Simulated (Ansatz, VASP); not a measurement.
**Cross-check of AlSi53N72 (Al_Si) between VASP and Ansatz**

One calculation is typed for both programs; each brings its own data sets. How far apart do they land? The structure shown is the start of the Ansatz relaxation below; VASP solves that cell, so the two are compared at the walk's first step.

Main program and level: Ansatz 0.2.0; plane waves, with VASP 6.6.1 beside it; single point at PBEsol.

**1. Set-up**

The cell holds 126 atoms: 53 Si, 72 N and 1 Al. Its edges and angles: a = 13.206 Å, b = 13.206 Å, c = 8.731 Å, α = 90.0°, β = 90.0°, γ = 120.0°. It derives from Si3N4 (Si3N4 (P6_3/m)). Nearest the centre at fractional (0.353, 0.473, 0.583): Al126 at 0.05 Å, N88 at 1.71 Å, N79 at 1.72 Å, N84 at 1.76 Å, N112 at 1.76 Å, Si2 at 2.89 Å, Si37 at 2.95 Å, Si24 at 3.02 Å. The cell carries charge −1.

**2. Ansatz: relaxation, PBEsol**

Ansatz runs on its PAW soft_1 files.

The two programs are compared at the cell with which this relaxation starts, whose forces are those of its first step.

File input.yaml:

```yaml
crystal:
  lattice:
    - [11.43668588, 6.60297367, 0.0]
    - [-11.43668588, 6.60297367, 0.0]
    - [0.0, 0.0, 8.73076733]
  atoms:
    - { symbol: Si, position: [0.01950046, 0.80655545, 0.25] }
    - { symbol: Si, position: [0.3528338, 0.47322211, 0.25] }
    - { symbol: Si, position: [0.68616713, 0.13988878, 0.25] }
    - { symbol: Si, position: [0.21294502, 0.01950046, 0.08333333] }
    - { symbol: Si, position: [0.54627835, 0.68616713, 0.08333333] }
    - { symbol: Si, position: [0.87961168, 0.3528338, 0.08333333] }
    - { symbol: Si, position: [0.13988878, 0.45372165, 0.08333333] }
    - { symbol: Si, position: [0.47322211, 0.12038832, 0.08333333] }
    - { symbol: Si, position: [0.80655545, 0.78705498, 0.08333333] }
    - { symbol: Si, position: [0.19344455, 0.21294502, 0.25] }
    - { symbol: Si, position: [0.52677789, 0.87961168, 0.25] }
    - { symbol: Si, position: [0.86011122, 0.54627835, 0.25] }
    - { symbol: Si, position: [0.12038832, 0.6471662, 0.25] }
    - { symbol: Si, position: [0.45372165, 0.31383287, 0.25] }
    - { symbol: Si, position: [0.78705498, 0.98049954, 0.25] }
    - { symbol: Si, position: [0.31383287, 0.86011122, 0.08333333] }
    - { symbol: Si, position: [0.6471662, 0.52677789, 0.08333333] }
    - { symbol: Si, position: [0.98049954, 0.19344455, 0.08333333] }
    - { symbol: "N", position: [0.0, 0.66666667, 0.25] }
    - { symbol: "N", position: [0.33333333, 0.33333333, 0.25] }
    - { symbol: "N", position: [0.66666667, 0.0, 0.25] }
    - { symbol: "N", position: [0.0, 0.33333333, 0.08333333] }
    - { symbol: "N", position: [0.33333333, 0.0, 0.08333333] }
    - { symbol: "N", position: [0.66666667, 0.66666667, 0.08333333] }
    - { symbol: "N", position: [0.21345843, 0.45653274, 0.25] }
    - { symbol: "N", position: [0.54679176, 0.12319941, 0.25] }
    - { symbol: "N", position: [0.8801251, 0.78986608, 0.25] }
    - { symbol: "N", position: [0.09025902, 0.8801251, 0.08333333] }
    - { symbol: "N", position: [0.42359235, 0.54679176, 0.08333333] }
    - { symbol: "N", position: [0.75692569, 0.21345843, 0.08333333] }
    - { symbol: "N", position: [0.12319941, 0.57640765, 0.08333333] }
    - { symbol: "N", position: [0.45653274, 0.24307431, 0.08333333] }
    - { symbol: "N", position: [0.78986608, 0.90974098, 0.08333333] }
    - { symbol: "N", position: [0.21013392, 0.09025902, 0.25] }
    - { symbol: "N", position: [0.54346726, 0.75692569, 0.25] }
    - { symbol: "N", position: [0.87680059, 0.42359235, 0.25] }
    - { symbol: "N", position: [0.1198749, 0.21013392, 0.08333333] }
    - { symbol: "N", position: [0.45320824, 0.87680059, 0.08333333] }
    - { symbol: "N", position: [0.78654157, 0.54346726, 0.08333333] }
    - { symbol: "N", position: [0.24307431, 0.78654157, 0.25] }
    - { symbol: "N", position: [0.57640765, 0.45320824, 0.25] }
    - { symbol: "N", position: [0.90974098, 0.1198749, 0.25] }
    - { symbol: Si, position: [0.01950046, 0.80655545, 0.58333333] }
    - { symbol: Al, position: [0.3528338, 0.47322211, 0.58333333] }
    - { symbol: Si, position: [0.68616713, 0.13988878, 0.58333333] }
    - { symbol: Si, position: [0.21294502, 0.01950046, 0.41666667] }
    - { symbol: Si, position: [0.54627835, 0.68616713, 0.41666667] }
    - { symbol: Si, position: [0.87961168, 0.3528338, 0.41666667] }
    - { symbol: Si, position: [0.13988878, 0.45372165, 0.41666667] }
    - { symbol: Si, position: [0.47322211, 0.12038832, 0.41666667] }
    - { symbol: Si, position: [0.80655545, 0.78705498, 0.41666667] }
    - { symbol: Si, position: [0.19344455, 0.21294502, 0.58333333] }
    - { symbol: Si, position: [0.52677789, 0.87961168, 0.58333333] }
    - { symbol: Si, position: [0.86011122, 0.54627835, 0.58333333] }
    - { symbol: Si, position: [0.12038832, 0.6471662, 0.58333333] }
    - { symbol: Si, position: [0.45372165, 0.31383287, 0.58333333] }
    - { symbol: Si, position: [0.78705498, 0.98049954, 0.58333333] }
    - { symbol: Si, position: [0.31383287, 0.86011122, 0.41666667] }
    - { symbol: Si, position: [0.6471662, 0.52677789, 0.41666667] }
    - { symbol: Si, position: [0.98049954, 0.19344455, 0.41666667] }
    - { symbol: "N", position: [0.0, 0.66666667, 0.58333333] }
    - { symbol: "N", position: [0.33333333, 0.33333333, 0.58333333] }
    - { symbol: "N", position: [0.66666667, 0.0, 0.58333333] }
    - { symbol: "N", position: [0.0, 0.33333333, 0.41666667] }
    - { symbol: "N", position: [0.33333333, 0.0, 0.41666667] }
    - { symbol: "N", position: [0.66666667, 0.66666667, 0.41666667] }
    - { symbol: "N", position: [0.21345843, 0.45653274, 0.58333333] }
    - { symbol: "N", position: [0.54679176, 0.12319941, 0.58333333] }
    - { symbol: "N", position: [0.8801251, 0.78986608, 0.58333333] }
    - { symbol: "N", position: [0.09025902, 0.8801251, 0.41666667] }
    - { symbol: "N", position: [0.42359235, 0.54679176, 0.41666667] }
    - { symbol: "N", position: [0.75692569, 0.21345843, 0.41666667] }
    - { symbol: "N", position: [0.12319941, 0.57640765, 0.41666667] }
    - { symbol: "N", position: [0.45653274, 0.24307431, 0.41666667] }
    - { symbol: "N", position: [0.78986608, 0.90974098, 0.41666667] }
    - { symbol: "N", position: [0.21013392, 0.09025902, 0.58333333] }
    - { symbol: "N", position: [0.54346726, 0.75692569, 0.58333333] }
    - { symbol: "N", position: [0.87680059, 0.42359235, 0.58333333] }
    - { symbol: "N", position: [0.1198749, 0.21013392, 0.41666667] }
    - { symbol: "N", position: [0.45320824, 0.87680059, 0.41666667] }
    - { symbol: "N", position: [0.78654157, 0.54346726, 0.41666667] }
    - { symbol: "N", position: [0.24307431, 0.78654157, 0.58333333] }
    - { symbol: "N", position: [0.57640765, 0.45320824, 0.58333333] }
    - { symbol: "N", position: [0.90974098, 0.1198749, 0.58333333] }
    - { symbol: Si, position: [0.01950046, 0.80655545, 0.91666667] }
    - { symbol: Si, position: [0.3528338, 0.47322211, 0.91666667] }
    - { symbol: Si, position: [0.68616713, 0.13988878, 0.91666667] }
    - { symbol: Si, position: [0.21294502, 0.01950046, 0.75] }
    - { symbol: Si, position: [0.54627835, 0.68616713, 0.75] }
    - { symbol: Si, position: [0.87961168, 0.3528338, 0.75] }
    - { symbol: Si, position: [0.13988878, 0.45372165, 0.75] }
    - { symbol: Si, position: [0.47322211, 0.12038832, 0.75] }
    - { symbol: Si, position: [0.80655545, 0.78705498, 0.75] }
    - { symbol: Si, position: [0.19344455, 0.21294502, 0.91666667] }
    - { symbol: Si, position: [0.52677789, 0.87961168, 0.91666667] }
    - { symbol: Si, position: [0.86011122, 0.54627835, 0.91666667] }
    - { symbol: Si, position: [0.12038832, 0.6471662, 0.91666667] }
    - { symbol: Si, position: [0.45372165, 0.31383287, 0.91666667] }
    - { symbol: Si, position: [0.78705498, 0.98049954, 0.91666667] }
    - { symbol: Si, position: [0.31383287, 0.86011122, 0.75] }
    - { symbol: Si, position: [0.6471662, 0.52677789, 0.75] }
    - { symbol: Si, position: [0.98049954, 0.19344455, 0.75] }
    - { symbol: "N", position: [0.0, 0.66666667, 0.91666667] }
    - { symbol: "N", position: [0.33333333, 0.33333333, 0.91666667] }
    - { symbol: "N", position: [0.66666667, 0.0, 0.91666667] }
    - { symbol: "N", position: [0.0, 0.33333333, 0.75] }
    - { symbol: "N", position: [0.33333333, 0.0, 0.75] }
    - { symbol: "N", position: [0.66666667, 0.66666667, 0.75] }
    - { symbol: "N", position: [0.21345843, 0.45653274, 0.91666667] }
    - { symbol: "N", position: [0.54679176, 0.12319941, 0.91666667] }
    - { symbol: "N", position: [0.8801251, 0.78986608, 0.91666667] }
    - { symbol: "N", position: [0.09025902, 0.8801251, 0.75] }
    - { symbol: "N", position: [0.42359235, 0.54679176, 0.75] }
    - { symbol: "N", position: [0.75692569, 0.21345843, 0.75] }
    - { symbol: "N", position: [0.12319941, 0.57640765, 0.75] }
    - { symbol: "N", position: [0.45653274, 0.24307431, 0.75] }
    - { symbol: "N", position: [0.78986608, 0.90974098, 0.75] }
    - { symbol: "N", position: [0.21013392, 0.09025902, 0.91666667] }
    - { symbol: "N", position: [0.54346726, 0.75692569, 0.91666667] }
    - { symbol: "N", position: [0.87680059, 0.42359235, 0.91666667] }
    - { symbol: "N", position: [0.1198749, 0.21013392, 0.75] }
    - { symbol: "N", position: [0.45320824, 0.87680059, 0.75] }
    - { symbol: "N", position: [0.78654157, 0.54346726, 0.75] }
    - { symbol: "N", position: [0.24307431, 0.78654157, 0.91666667] }
    - { symbol: "N", position: [0.57640765, 0.45320824, 0.91666667] }
    - { symbol: "N", position: [0.90974098, 0.1198749, 0.91666667] }
  host:
    repeats: [1, 1, 3]
    atoms:
      - { symbol: Si, position: [0.01950046, 0.80655545, 0.75] }
      - { symbol: Si, position: [0.3528338, 0.47322211, 0.75] }
      # ... 40 more atoms of the perfect host
total_charge: -1
basis:
  ecutwfc: 420
  xc_grid: 2
hamiltonian:
  xc: pbesol
  pseudopotentials: { kind: paw, azcp: { folder: soft_1 }, xc_functional: pbe }
kpoints:
  mp_grid: { grid: [1, 1, 1], shift: [0.25, 0.25, 0.25] }
scf:
  occupations: { method: fixed }
  max_iter: 60
output:
  forces: true
  charged_corrections:
    epsilon: [4.29, 4.29, 4.37]
    static_epsilon: [8.29, 8.29, 8.25]
    defect_position: [0.352834, 0.473222, 0.583333]
relax:
  f_tol: 0.02
  max_steps: 80
  random_displacement: { amplitude: 0.05, seed: 5796 }
checkpoint:
  write: "../qm1.relax.run"
  compress: false
  write_wavefunctions: true
  write_every: 100000
```

Launch:

```console
$ ansatz run input.yaml --threads 8 --pin off --max-ram 22609MiB --backend cpu --events-out ev --progress --plain --runs-dir out
```

Numbers of over 12 decimals in the logs are rounded to 6 here.

Output:

```text
Engine: ansatz 0.2.0, aarch64-unknown-linux-gnu
Pseudopotentials: kind: paw
Pseudopotential: Si, paw, valence charge 4, recommended cutoff 420 eV (normal), soft_1/Si.paw.azcp
Pseudopotential: N, paw, valence charge 5, recommended cutoff 420 eV (normal), soft_1/N.paw.azcp
Pseudopotential: Al, paw, valence charge 3, recommended cutoff 420 eV (normal), soft_1/Al.paw.azcp
Functional definition: PBEsol
  exchange = pbesol_x
  correlation = pbesol_c
Crystal: 126 atoms, lattice volume = 1318.628 Å³
Basis set: ecut = 420 eV, 25805 PW (Γ), exchange–correlation on 180×180×120 points (8 copies of the dense FFT grid, shifted against one another)
Bands: 414, of which v1, the nominal top of the filled ones, is band 288 counted from 1 (287 counted from 0)
Symmetry: 1 space group operations
k-points: 1
Non-local potential: Si, projectors of the file, l = 0: 2, l = 1: 2, l = 2: 1
Non-local potential: N, projectors of the file, l = 0: 2, l = 1: 2, l = 2: 1
Non-local potential: Al, projectors of the file, l = 0: 2, l = 1: 2, l = 2: 1
PAW form: soft (Blöchl's): semilocal exchange-correlation on the pseudo side does not see the compensation charge
PAW frozen core: Si, regenerated for the run's functional, and the local potential with it (the file was generated under x = pbe(κ = 0.804, μ = 0.219515), c = pbe(β = 0.066725))
PAW frozen core: N, regenerated for the run's functional, and the local potential with it (the file was generated under x = pbe(κ = 0.804, μ = 0.219515), c = pbe(β = 0.066725))
PAW frozen core: Al, regenerated for the run's functional, and the local potential with it (the file was generated under x = pbe(κ = 0.804, μ = 0.219515), c = pbe(β = 0.066725))
PAW one-centre angular grid: Si, 110 points (default); XC on 64 Gauss nodes
PAW one-centre angular grid: N, 110 points (default); XC on 64 Gauss nodes
PAW one-centre angular grid: Al, 110 points (default); XC on 64 Gauss nodes
Initial density: superposition of atomic densities (chi_scale 0.1, normalization cell, long waves kept (reshape's long-wave potential 0.03 eV rms))
Initial wavefunctions: pseudopotential atomic-orbital guess
Functional: x = pbesol(κ = 0.804, μ = 0.123457), c = pbesol(β = 0.046)
SCF iter   1: F=—  HF=-60947.682794 eV  |F-HF|=—  |Δ(HF+E_count)|=         —  Δρ=1.47e-1  dr2=3.02e2  ethr=3.10e-3  ⟨swp⟩=7.0  Hψ=1651  notcnv=0  defer=121
preconditioner: auto → Resta (q_TF=auto, 2.377 Å⁻¹)  ε∞=3.5  [insulator: Δε(μ)=6.429 eV  Ē_g=15.370 eV  n_scr=282 (ndim 8)  ℏωp=24.5 eV  f_vac=0.009  ε∞_Penn≈3.5]
SCF iter   2: F=—  HF=-60855.961259 eV  |F-HF|=—  |Δ(HF+E_count)|=    9.17e1  Δρ=4.84e-2  dr2=1.78e1  ethr=3.10e-3  ⟨swp⟩=4.0  Hψ=939  notcnv=0  defer=123
SCF iter   3: F=—  HF=-60852.565445 eV  |F-HF|=—  |Δ(HF+E_count)|=    3.40e0  Δρ=2.36e-2  dr2=4.07e0  ethr=3.09e-3  ⟨swp⟩=2.0  Hψ=426  notcnv=0  defer=122
SCF iter   4: F=—  HF=-60851.954280 eV  |F-HF|=—  |Δ(HF+E_count)|=   6.11e-1  Δρ=2.60e-3  dr2=9.78e-2  ethr=7.07e-4  ⟨swp⟩=3.0  Hψ=583  notcnv=0  defer=124
SCF iter   5: F=—  HF=-60851.974576 eV  |F-HF|=—  |Δ(HF+E_count)|=   2.03e-2  Δρ=1.44e-3  dr2=3.05e-2  ethr=1.70e-5  ⟨swp⟩=3.0  Hψ=645  notcnv=0  defer=124
SCF iter   6: F=—  HF=-60851.981955 eV  |F-HF|=—  |Δ(HF+E_count)|=   7.38e-3  Δρ=2.99e-4  dr2=1.86e-3  ethr=5.29e-6  ⟨swp⟩=2.0  Hψ=515  notcnv=0  defer=124
SCF iter   7: F=—  HF=-60851.983806 eV  |F-HF|=—  |Δ(HF+E_count)|=   1.85e-3  Δρ=1.34e-4  dr2=3.21e-4  ethr=3.23e-7  ⟨swp⟩=2.0  Hψ=581  notcnv=0  defer=124
SCF iter   8: F=—  HF=-60851.984169 eV  |F-HF|=—  |Δ(HF+E_count)|=   3.63e-4  Δρ=9.43e-5  dr2=1.20e-4  ethr=5.57e-8  ⟨swp⟩=2.0  Hψ=581  notcnv=0  defer=124
SCF iter   9: F=-60851.984189 eV  HF=-60851.984186 eV  |F-HF|=3.25e-6  |Δ(HF+E_count)|=   1.67e-5  Δρ=1.53e-5  dr2=3.44e-6  ethr=1.74e-9  ⟨swp⟩=3.0  Hψ=1534  notcnv=0
SCF 1 converged in 9 iterations: F = -60851.984189 eV  dr2 = 3.44e-6
  greatest PAW one-centre occupation: 0.800 electrons in one spin orbital (limit 2), on the N atom at site 66 (counted from 0), in its partial waves of l = 0
relax step   1: F+E_penalty+E_count = -60851.98418889 eV  Δ(F+E_penalty+E_count) = +0.000e0 eV  max|allowed force component| = 4.991e0 eV/Å  Δτ_max = 0.0000 Å  (9 SCF iters, dr2 threshold 1.00e-5 eV, accepted)
Initial density: handed on by an earlier stage of this run
Initial wavefunctions: those handed on with the density
iter 1 solved again at ethr=1.24e-4 eV; its pass at ethr=3.10e-3 eV (dr2=7.12e-1 eV) is discarded
SCF iter   1: F=—  HF=-60855.954083 eV  |F-HF|=—  |Δ(HF+E_count)|=         —  Δρ=6.63e-3  dr2=7.38e-1  ethr=1.24e-4  ⟨swp⟩=2.0  Hψ=1344  notcnv=0  defer=124
preconditioner: auto → Resta (q_TF=auto, 2.377 Å⁻¹)  ε∞=4.0  [insulator: Δε(μ)=4.188 eV  Ē_g=14.201 eV  n_scr=282 (ndim 8)  ℏωp=24.5 eV  f_vac=0.034  ε∞_Penn≈4.0]
SCF iter   2: F=—  HF=-60855.748354 eV  |F-HF|=—  |Δ(HF+E_count)|=   2.06e-1  Δρ=2.98e-3  dr2=1.44e-1  ethr=1.24e-4  ⟨swp⟩=4.0  Hψ=519  notcnv=0  defer=124
[...]
- { symbol: N, position: [0.333190, 0.333725, 0.248984] }
    - { symbol: N, position: [0.667031, 0.000814806, 0.249867] }
    - { symbol: N, position: [-0.000695342, 0.333147, 0.083181] }
    - { symbol: N, position: [0.332894, -0.00035065, 0.083180] }
    - { symbol: N, position: [0.666321, 0.666449, 0.083168] }
    - { symbol: N, position: [0.212101, 0.455531, 0.250092] }
    - { symbol: N, position: [0.546063, 0.121853, 0.249369] }
    - { symbol: N, position: [0.880438, 0.790518, 0.249565] }
    - { symbol: N, position: [0.090410, 0.880024, 0.083209] }
    - { symbol: N, position: [0.422576, 0.547976, 0.083202] }
    - { symbol: N, position: [0.756341, 0.213949, 0.083211] }
    - { symbol: N, position: [0.122091, 0.575799, 0.083214] }
    - { symbol: N, position: [0.456236, 0.242832, 0.083208] }
    - { symbol: N, position: [0.790577, 0.910216, 0.083210] }
    - { symbol: N, position: [0.210040, 0.090089, 0.250139] }
    - { symbol: N, position: [0.547524, 0.760465, 0.248644] }
    - { symbol: N, position: [0.875532, 0.423335, 0.249791] }
    - { symbol: N, position: [0.119327, 0.209338, 0.083210] }
    - { symbol: N, position: [0.453140, 0.877022, 0.083216] }
    - { symbol: N, position: [0.786279, 0.543975, 0.083210] }
    - { symbol: N, position: [0.242781, 0.785931, 0.249656] }
    - { symbol: N, position: [0.576785, 0.452601, 0.249691] }
    - { symbol: N, position: [0.909202, 0.119913, 0.249612] }
    - { symbol: Si, position: [0.019708, 0.806202, 0.583203] }
    - { symbol: Al, position: [0.354667, 0.473730, 0.583202] }
    - { symbol: Si, position: [0.685337, 0.139377, 0.583216] }
    - { symbol: Si, position: [0.212274, 0.018368, 0.416381] }
    - { symbol: Si, position: [0.546648, 0.686299, 0.414627] }
    - { symbol: Si, position: [0.878778, 0.352538, 0.416370] }
    - { symbol: Si, position: [0.138775, 0.453199, 0.417775] }
    - { symbol: Si, position: [0.472833, 0.119577, 0.416171] }
    - { symbol: Si, position: [0.807174, 0.787602, 0.416680] }
    - { symbol: Si, position: [0.193637, 0.211364, 0.583212] }
    - { symbol: Si, position: [0.526786, 0.878419, 0.583212] }
    - { symbol: Si, position: [0.859303, 0.546060, 0.583221] }
    - { symbol: Si, position: [0.119560, 0.646033, 0.583219] }
    - { symbol: Si, position: [0.452485, 0.311953, 0.583217] }
    - { symbol: Si, position: [0.787097, 0.980737, 0.583213] }
    - { symbol: Si, position: [0.313682, 0.859240, 0.416512] }
    - { symbol: Si, position: [0.646003, 0.526926, 0.416783] }
    - { symbol: Si, position: [0.980341, 0.193540, 0.416381] }
    - { symbol: N, position: [-0.000611125, 0.666213, 0.583228] }
[...]
- { symbol: Si, position: [0.019182, 0.806134, 0.917009] }
    - { symbol: Si, position: [0.353405, 0.474980, 0.916479] }
    - { symbol: Si, position: [0.685877, 0.140132, 0.916685] }
    - { symbol: Si, position: [0.212284, 0.018366, 0.750007] }
    - { symbol: Si, position: [0.546650, 0.686304, 0.751772] }
    - { symbol: Si, position: [0.878764, 0.352536, 0.750033] }
    - { symbol: Si, position: [0.138759, 0.453184, 0.748639] }
[...]
- { symbol: Si, position: [0.527393, 0.880132, 0.916873] }
    - { symbol: Si, position: [0.859242, 0.546173, 0.916446] }
    - { symbol: Si, position: [0.119498, 0.646630, 0.916816] }
    - { symbol: Si, position: [0.453191, 0.313770, 0.916214] }
    - { symbol: Si, position: [0.786989, 0.980564, 0.916644] }
    - { symbol: Si, position: [0.313687, 0.859235, 0.749899] }
    - { symbol: Si, position: [0.645995, 0.526933, 0.749624] }
    - { symbol: Si, position: [0.980335, 0.193535, 0.750024] }
[...]
- { symbol: N, position: [0.547531, 0.760469, 0.917760] }
    - { symbol: N, position: [0.875529, 0.423335, 0.916619] }
    - { symbol: N, position: [0.118505, 0.208143, 0.749855] }
    - { symbol: N, position: [0.453187, 0.876255, 0.749997] }
    - { symbol: N, position: [0.785983, 0.543610, 0.749793] }
    - { symbol: N, position: [0.242786, 0.785929, 0.916757] }
    - { symbol: N, position: [0.576774, 0.452608, 0.916707] }
    - { symbol: N, position: [0.909199, 0.119907, 0.916790] }
```

[end of part 1 of 4]

[Lines on the potential files, build, host, timing and source positions are cut from VASP's logs without a mark.]

[Logs are printed without paths, hosts, clocks, repeated set-up lines and the standing remarks that a program may print on its own settings, such as how far it seeks lower states.]

[Hosts, paths, dates, database ids (printed as entryN), source tags and the programs' standing remarks are cut or masked in the printed files.]
